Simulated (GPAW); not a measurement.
# MoP (P-6m2) in GPAW: further runs

Aim: see how the results for MoP move with the level of theory and the settings. Levels: LDA, LDA+U. Tasks: single point.

All numbers are computed with GPAW 26.7.0; they aren't measurements. Logs are shortened: lines on timing, memory, paths and dates and some standing lists are left out, and cuts for length are marked. The log counts tension as positive stress, the text compression.

## 1. The crystal as given

The structure is hexagonal, space group P-6m2 (No. 187). Conventional cell: a = 3.223 Å, b = 3.223 Å, c = 3.191 Å, α = 90.00°, β = 90.00°, γ = 120.00°. Mo (site symmetry -6m2) is surrounded by 6 P at 2.45 Å. P (site symmetry -6m2) has 6 Mo at 2.45 Å as nearest neighbours.

## 2. Single point, LDA

Contents of run.py:

```python
from ase.dft.bandgap import bandgap
from ase.io import read, write
from ase.units import GPa
from gpaw import GPAW, PW

atoms = read('POSCAR')

calc = GPAW(mode=PW(500),
            xc='LDA',
            kpts={'size': (8, 8, 7), 'gamma': True},
            occupations={'name': 'fermi-dirac', 'width': 0.05},
            nbands=20,
            maxiter=120,
            txt='gpaw.txt')
atoms.calc = calc
energy = atoms.get_potential_energy()
forces = atoms.get_forces()
stress = atoms.get_stress()
calc.write('gs.gpw')
write('result.traj', atoms)
print(f'Energy: {energy:.6f} eV')
print('Forces (eV/A):')
print(forces.round(4))
print('Stress (GPa):', (stress / GPa).round(3))
print('Fermi level:', round(calc.get_fermi_level(), 4), 'eV')
print(f'Gap: {bandgap(calc)[0]:.4f} eV, direct: {bandgap(calc, direct=True)[0]:.4f} eV')
```

Contents of POSCAR:

```
MoP
1.0
    3.2230000000      0.0000000000      0.0000000000
   -1.6115000000      2.7911998764      0.0000000000
    0.0000000000      0.0000000000      3.1910000000
Mo P
1 1
Direct
    0.0000000000      0.0000000000      0.0000000000
    0.3333333333      0.6666666667      0.5000000000
```

Potentials or basis: the program's PAW data sets (release 1.2.1) made for this functional, pw.

Run with:

```bash
> OMP_NUM_THREADS=1 python run.py
```

gpaw.txt:

```text
__  _  _
 | _ |_)|_||  |
 |__||  | ||/\| - 26.7.0

Input parameters:
  mode=PW(ecut=500.0),
  kpts=MonkhorstPack(size=(8, 8, 7), gamma=True),
  maxiter=120,
  nbands=20,
  occupations=Occupations(name='fermi-dirac', width=0.05),
  xc=XC(name='LDA')

Diagonalizing LCAO Hamiltonian
Converting LCAO to pw mode

         P

       Mo

Atoms  # Å, Bohr magnetons
|   | symbol |         x |        y |        z |    initial magnetic moments |
|---|--------|-----------|----------|----------|-----------------------------|
| 0 |     Mo |  0.000000 | 0.000000 | 0.000000 | ( 0.0000,  0.0000,  0.0000) |
| 1 |      P | -0.000000 | 1.860800 | 1.595500 | ( 0.0000,  0.0000,  0.0000) |

Unit cell  # Å
| periodic |         x |        y |        z |  lengths |     angles |
|----------|-----------|----------|----------|----------|------------|
|      yes |  3.223000 | 0.000000 | 0.000000 | 3.223000 |  90.000000 |
|      yes | -1.611500 | 2.791200 | 0.000000 | 3.223000 |  90.000000 |
|      yes |  0.000000 | 0.000000 | 3.191000 | 3.191000 | 120.000000 |

Number of symmetries: 12
Symmetry operations  # r_c * U_cc + t_c -> r_c
|    | kind |            matrix            |
|----|------|------------------------------|
|  0 |  σ   |  1, 1, 0,  0,-1, 0,  0, 0, 1 |
|  1 |  C2  |  1, 1, 0,  0,-1, 0,  0, 0,-1 |
|  2 |  E   |  1, 0, 0,  0, 1, 0,  0, 0, 1 |
|  3 |  σ   |  1, 0, 0,  0, 1, 0,  0, 0,-1 |
|  4 |  C3  |  0, 1, 0, -1,-1, 0,  0, 0, 1 |
|  5 |  S3  |  0, 1, 0, -1,-1, 0,  0, 0,-1 |
|  6 |  σ   |  0,-1, 0, -1, 0, 0,  0, 0, 1 |
|  7 |  C2  |  0,-1, 0, -1, 0, 0,  0, 0,-1 |
|  8 |  σ   | -1, 0, 0,  1, 1, 0,  0, 0, 1 |
|  9 |  C2  | -1, 0, 0,  1, 1, 0,  0, 0,-1 |
| 10 |  C3  | -1,-1, 0,  1, 0, 0,  0, 0, 1 |
| 11 |  S3  | -1,-1, 0,  1, 0, 0,  0, 0,-1 |

BZ-sampling:
  Number of BZ points: 448
  Number of IBZ points: 40

  Monkhorst-Pack size: [8, 8, 7]
  Monkhorst-Pack shift: [0.0625, 0.0625, 0.0]

K-points  # in reciprocal-cell coordinates
|     |                                coordinates |     weight |
|-----|--------------------------------------------|------------|
|   0 | (  0.00000000,   0.00000000,   0.00000000) | 0.00223214 |
|   1 | (  0.00000000,   0.00000000,   0.14285714) | 0.00446429 |
|   2 | (  0.00000000,   0.00000000,   0.28571429) | 0.00446429 |
|   3 | (  0.00000000,   0.00000000,   0.42857143) | 0.00446429 |
|   4 | (  0.12500000,   0.00000000,   0.00000000) | 0.01339286 |
|   5 | (  0.12500000,   0.00000000,   0.14285714) | 0.02678571 |
|   6 | (  0.12500000,   0.00000000,   0.28571429) | 0.02678571 |
|   7 | (  0.12500000,   0.00000000,   0.42857143) | 0.02678571 |
|   8 | (  0.25000000,  -0.12500000,   0.00000000) | 0.01339286 |
|   9 | (  0.25000000,  -0.12500000,   0.14285714) | 0.02678571 |
| ... |                                            |            |
|  39 | (  0.50000000,   0.50000000,   0.42857143) | 0.01339286 |

Plane wave coefficients: 746
Cutoff: 500.0 eV

Spin-components: 1 (collinear spins)
Bands:           20
Projectors:      11
Spin-degeneracy: 2
Datatype:        complex128

Parallelization:
  kpt:    1
  domain: 1
  band:   1

Density:
  Valence electrons: 19.0
  Components: 1
  Grid points: [18 18 18]
  Charge: 0.0  # |e|

Potential:
  Grid points: [18 18 18]

species:
  Mo:
    name:    Molybdenum
    Z:       42.0
    valence: 14
    core:    28
    charge:  0.0  # [|e|]
    compensation charges:
      type: gauss
      rc: 0.38  # [Å]
      lmax: 2
    cutoffs:
      filter: 2.16  # [Å]
      core: 1.42  # [Å]
    projectors
    | kind |    occ | energy [eV] | rcut [Å] |
    |------|--------|-------------|----------|
    |   4s |  2.000 |     -64.384 |    1.238 |
    |   5s |  1.000 |      -4.319 |    1.238 |
    |   4p |  6.000 |     -38.595 |    1.296 |
    |   5p |  0.000 |      -1.161 |    1.296 |
    |   4d |  5.000 |      -3.933 |    1.296 |
    |    d |        |      23.278 |    1.296 |

    Using partial waves for Mo as LCAO basis

  P:
    name:    Phosphorus
    Z:       15.0
    valence: 5
    core:    10
    charge:  0.0  # [|e|]
    compensation charges:
      type: gauss
      rc: 0.30  # [Å]
      lmax: 2
    cutoffs:
      filter: 1.69  # [Å]
      core: 1.81  # [Å]
    projectors
    | kind |    occ | energy [eV] | rcut [Å] |
    |------|--------|-------------|----------|
    |   3s |  2.000 |     -14.015 |    0.953 |
    |   3p |  3.000 |      -5.596 |    0.953 |
    |    s |        |      13.197 |    0.953 |
    |    p |        |      21.615 |    0.953 |
    |    d |        |       0.000 |    0.953 |

    Using partial waves for P as LCAO basis

Reference energy: -119292.418845  # eV

eigensolver:
  PPCG
  Converge bands: occupied
  niter=2

density mixing:
  MSR1-Mixer
  Pratt-step length: 0.05
  Maximum mixing coefficient: 0.75
  Old densities: 10
  SVD Regularization: 0.005
  Good broyden scale: 1.0
  Trust region scale: 1.0
  Backstep threshold: 4.0
  History deletion threshold: 6.0
  Fourier metric: weight=20.0, sigma=0.015

occupation numbers:
  Fermi-Dirac:
    width: 0.0500  # eV

poisson solver:
  ecut: 4000.0  # eV

xc functional:
  name: None

convergence criteria:
- Maximum [total energy] change in last 3 cyles: 0.0005 eV / valence electron
- Maximum integral of absolute [dens]ity change: 0.0001 electrons / valence electron
- Maximum integral of absolute [eigenst]ate change: 4e-08 eV^2 / valence electron
maximum number of iterations: 120

SCF iterations
|iter     | |      energy | eigst |  dens |
|---------|-|-------------|-------|-------|
|iter:   1| |  -21.258943 | +0.50 |       |
|iter:   2| |  -20.923560 | -1.92 | -0.99 |
|iter:   3| |  -20.094013 | -1.32 | -1.06 |
|iter:   4| |  -20.078670 | -2.85 | -1.65 |
|iter:   5| |  -20.076256 | -3.47 | -1.93 |
|iter:   6| |  -20.076170c| -4.75 | -2.58 |
|iter:   7| |  -20.076162c| -6.14 | -3.41 |
|iter:   8| |  -20.076162c| -7.65c| -4.14c|

Converged in 8 steps
Energy contributions relative to reference atoms: (reference = -119292.418845)

Energy contributions:
  Kinetic:          -5.022422
  Coulomb:           1.531387
  Zero:             -0.280103
  External:          0.000000
  Xc:              -16.301615
  Entropy:          -0.006818
  Spinorbit:         0.000000
  ----------------------------
  Free energy:     -20.079571
  Extrapolated:    -20.076162

dipole moment: (-7.878811, -9.348744, -11.916158)  # |e|*Ang

Fermi level: 12.257
Eigenvalues  # (at kpt = [0.000, 0.000, 0.000])
| band index |      eig [eV] | occ [0-2] |
|------------|---------------|-----------|
|          0 |       -48.893 |     2.000 |
|          1 |       -23.130 |     2.000 |
|          2 |       -22.924 |     2.000 |
|          3 |       -22.924 |     2.000 |
|          4 |        -1.662 |     2.000 |
|          5 |         8.033 |     2.000 |
|          6 |         8.919 |     2.000 |
|          7 |         8.919 |     2.000 |
|          8 |        11.501 |     2.000 |
|          9 |        12.484 |     0.021 |
|         10 |        12.484 |     0.021 |
|         11 |        16.312 |     0.000 |
|         12 |        16.312 |     0.000 |
|         13 |        17.747 |     0.000 |
|         14 |        21.146 |     0.000 |
|         15 |        21.154 |     0.000 |
|         16 |        21.154 |     0.000 |
|        ... |               |           |
|         19 |        30.458 |     0.000 |

No gap
No difference between direct/indirect transitions

Forces  # eV/Ang
|       x |       y |       z |
|---------|---------|---------|
| 0.00000 | 0.00000 | 0.00000 |  # Mo   0
| 0.00000 | 0.00000 | 0.00000 |  # P    1

Stress tensor  # eV/Ang^3
|        x |        y |        z |
|----------|----------|----------|
| 0.044110 | 0.000000 | 0.000000 |
| 0.000000 | 0.044110 | 0.000000 |
| 0.000000 | 0.000000 | 0.049765 |

# Writing to gs.gpw (mode='')
```

Run time: 13 s. Hardware: 1 thread of Arm Neoverse V1, shared host; peak memory 0.14 GiB.

What came out:

```yaml
Free_energy: -20.0796 eV
Pressure: -7.4 GPa
Band_gap_on_the_k_mesh: none (metal or under the smearing width)
```

Caveat: the cutoff is short for stress and forces, so pressures can be off by a GPa or more.

## 3. Single point, LDA+U

Changes to run.py since step 2:

```diff
@@ -1,3 +1,4 @@
 from ase.dft.bandgap import bandgap
-from ase.io import read, write
+from ase.io import write
+from ase.spacegroup import crystal
 from ase.units import GPa
@@ -5,3 +6,10 @@
 
-atoms = read('POSCAR')
+# Mo 1a
+# P 1d
+atoms = crystal(['Mo', 'P'],
+                basis=[[0.0, 0.0, 0.0],
+                       [0.3333333333, 0.6666666667, 0.5]],
+                spacegroup=187, setting=1,  # P-6m2
+                cellpar=[3.223, 3.223, 3.191, 90.0, 90.0, 120.0],
+                primitive_cell=True)
 
@@ -11,2 +19,3 @@
             occupations={'name': 'fermi-dirac', 'width': 0.05},
+            setups={'Mo': ':d,1.0'},
             nbands=20,
```

Potentials or basis: the program's PAW data sets (release 1.2.1) made for this functional, pw.

Run with:

```bash
> OMP_NUM_THREADS=1 python run.py
```

Run time: 13 s. Hardware: 1 thread of Arm Neoverse V1, shared host; peak memory 0.14 GiB.

Results (log left out):

```
Free energy            : -18.8506 eV
Pressure               : -7.6 GPa
Band gap on the k mesh : none (metal or under the smearing width)
```

Stress tensor (GPa, compression positive):
```
-7.35  0.00  0.00
 0.00 -7.35  0.00
 0.00  0.00 -7.99
```

Levels at points of the mesh, in eV from the Fermi level:
```tsv
k point	band 8	band 9	band 10	band 11	band 12	band 13
(0.00, 0.00, 0.00)	-3.32	-0.75	0.16	0.16	4.07	4.07
(0.50, 0.50, 0.00)	-3.71	-1.30	-0.53	1.65	2.33	4.57
```

Caveat: the cutoff is short for stress and forces, so pressures can be off by a GPa or more; U without spin polarisation on a metal has little footing; the U is typed as a test and isn't derived for this compound.
